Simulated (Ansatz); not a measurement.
**Density of states of Ni**

```cif
data_structure
_symmetry_space_group_name_H-M 'P 1'
_symmetry_Int_Tables_number 1
_cell_length_a 2.4265
_cell_length_b 2.4265
_cell_length_c 2.4265
_cell_angle_alpha 109.471
_cell_angle_beta 109.471
_cell_angle_gamma 109.471
_cell_volume 11.00
loop_
_atom_site_label
_atom_site_type_symbol
_atom_site_fract_x
_atom_site_fract_y
_atom_site_fract_z
_atom_site_occupancy
Ni1 Ni 0.00000 0.00000 0.00000 1
```

The runs use the primitive cell with vectors (-1.401, 1.401, 1.401), (1.401, -1.401, 1.401), (1.401, 1.401, -1.401) Å, to which the k mesh refers.

The cell was built from the bcc type and relaxed in the same program, and has space group Im-3m; it needn't be a known or the stable phase.

The magnetic state is the one reached from the start moments; no search over orders was made, so it needn't be the ground state.

Level of theory: DFT, PBE, all-electron LAPW, scalar-relativistic (Ansatz 0.2.0).

Sampling and basis: a Γ-centred 18×18×18 k mesh, Fermi–Dirac smearing of 0.08 eV, basis error target 0.5 meV/atom, spin-polarised from start moments Ni 1.5 μB, ending with a cell moment of 0.56 μB.

States per eV and cell, averaged over 0.4 eV, from -9.0 to 5.6 eV, with energies (bin centres) from the Fermi level; empty bins are left out. The partial columns, the largest 2 alone, are projections on Löwdin-orthogonalised atomic shells (those that the program's projection atoms carry: the occupied ones and, for some elements, an empty d or f shell; other empty shells have no column), summed over atoms of an element and both spins. Weights on diffuse s and p shells depend on that basis and aren't pure angular character.

```json
{"E (eV)": "-8.9", "spin-up": "0.00", "spin-down": "0.01", "Ni 3d": "0.00", "Ni 4s": "0.01"}
{"E (eV)": "-8.5", "spin-up": "0.02", "spin-down": "0.02", "Ni 3d": "0.00", "Ni 4s": "0.04"}
{"E (eV)": "-8.1", "spin-up": "0.03", "spin-down": "0.03", "Ni 3d": "0.00", "Ni 4s": "0.06"}
{"E (eV)": "-7.7", "spin-up": "0.04", "spin-down": "0.04", "Ni 3d": "0.00", "Ni 4s": "0.08"}
{"E (eV)": "-7.3", "spin-up": "0.05", "spin-down": "0.05", "Ni 3d": "0.00", "Ni 4s": "0.09"}
{"E (eV)": "-6.9", "spin-up": "0.06", "spin-down": "0.06", "Ni 3d": "0.00", "Ni 4s": "0.11"}
{"E (eV)": "-6.5", "spin-up": "0.07", "spin-down": "0.07", "Ni 3d": "0.01", "Ni 4s": "0.12"}
{"E (eV)": "-6.1", "spin-up": "0.08", "spin-down": "0.08", "Ni 3d": "0.01", "Ni 4s": "0.14"}
{"E (eV)": "-5.7", "spin-up": "0.10", "spin-down": "0.09", "Ni 3d": "0.03", "Ni 4s": "0.16"}
{"E (eV)": "-5.3", "spin-up": "0.13", "spin-down": "0.11", "Ni 3d": "0.05", "Ni 4s": "0.18"}
{"E (eV)": "-4.9", "spin-up": "0.19", "spin-down": "0.14", "Ni 3d": "0.11", "Ni 4s": "0.21"}
{"E (eV)": "-4.5", "spin-up": "0.40", "spin-down": "0.21", "Ni 3d": "0.34", "Ni 4s": "0.26"}
{"E (eV)": "-4.1", "spin-up": "0.56", "spin-down": "0.39", "Ni 3d": "0.67", "Ni 4s": "0.26"}
{"E (eV)": "-3.7", "spin-up": "0.82", "spin-down": "0.58", "Ni 3d": "1.18", "Ni 4s": "0.20"}
{"E (eV)": "-3.3", "spin-up": "0.87", "spin-down": "0.67", "Ni 3d": "1.42", "Ni 4s": "0.07"}
{"E (eV)": "-2.9", "spin-up": "1.51", "spin-down": "0.41", "Ni 3d": "1.83", "Ni 4s": "0.03"}
{"E (eV)": "-2.5", "spin-up": "1.63", "spin-down": "1.55", "Ni 3d": "3.00", "Ni 4s": "0.07"}
{"E (eV)": "-2.1", "spin-up": "0.57", "spin-down": "1.43", "Ni 3d": "1.82", "Ni 4s": "0.08"}
{"E (eV)": "-1.7", "spin-up": "0.53", "spin-down": "1.07", "Ni 3d": "1.47", "Ni 4s": "0.06"}
{"E (eV)": "-1.3", "spin-up": "1.41", "spin-down": "0.39", "Ni 3d": "1.73", "Ni 4s": "0.03"}
{"E (eV)": "-0.9", "spin-up": "2.46", "spin-down": "0.81", "Ni 3d": "3.22", "Ni 4s": "0.02"}
{"E (eV)": "-0.5", "spin-up": "1.36", "spin-down": "2.04", "Ni 3d": "3.34", "Ni 4s": "0.04"}
{"E (eV)": "-0.1", "spin-up": "0.36", "spin-down": "1.91", "Ni 3d": "2.18", "Ni 4s": "0.06"}
{"E (eV)": "0.3", "spin-up": "0.17", "spin-down": "0.93", "Ni 3d": "1.00", "Ni 4s": "0.08"}
{"E (eV)": "0.7", "spin-up": "0.16", "spin-down": "0.29", "Ni 3d": "0.33", "Ni 4s": "0.08"}
{"E (eV)": "1.1", "spin-up": "0.16", "spin-down": "0.19", "Ni 3d": "0.20", "Ni 4s": "0.09"}
{"E (eV)": "1.5", "spin-up": "0.15", "spin-down": "0.17", "Ni 3d": "0.16", "Ni 4s": "0.10"}
{"E (eV)": "1.9", "spin-up": "0.14", "spin-down": "0.16", "Ni 3d": "0.12", "Ni 4s": "0.10"}
{"E (eV)": "2.3", "spin-up": "0.13", "spin-down": "0.15", "Ni 3d": "0.10", "Ni 4s": "0.09"}
{"E (eV)": "2.7", "spin-up": "0.12", "spin-down": "0.14", "Ni 3d": "0.08", "Ni 4s": "0.09"}
{"E (eV)": "3.1", "spin-up": "0.11", "spin-down": "0.13", "Ni 3d": "0.06", "Ni 4s": "0.08"}
{"E (eV)": "3.5", "spin-up": "0.11", "spin-down": "0.12", "Ni 3d": "0.05", "Ni 4s": "0.07"}
{"E (eV)": "3.9", "spin-up": "0.10", "spin-down": "0.11", "Ni 3d": "0.04", "Ni 4s": "0.06"}
{"E (eV)": "4.3", "spin-up": "0.09", "spin-down": "0.10", "Ni 3d": "0.03", "Ni 4s": "0.05"}
{"E (eV)": "4.7", "spin-up": "0.07", "spin-down": "0.08", "Ni 3d": "0.02", "Ni 4s": "0.04"}
{"E (eV)": "5.1", "spin-up": "0.07", "spin-down": "0.07", "Ni 3d": "0.02", "Ni 4s": "0.03"}
{"E (eV)": "5.5", "spin-up": "0.06", "spin-down": "0.06", "Ni 3d": "0.01", "Ni 4s": "0.02"}
```

(1) Which of the resolved shells contributes most within 0.3 eV of the Fermi level?

(2) Where is the centre of the filled Ni 3d states between -14 eV and the top of the filled states?

## Answers

(1) Ni 3d, with 95 % of all states there; Ni 4s follows with 3 %.

(2) -1.87 eV from the Fermi level.
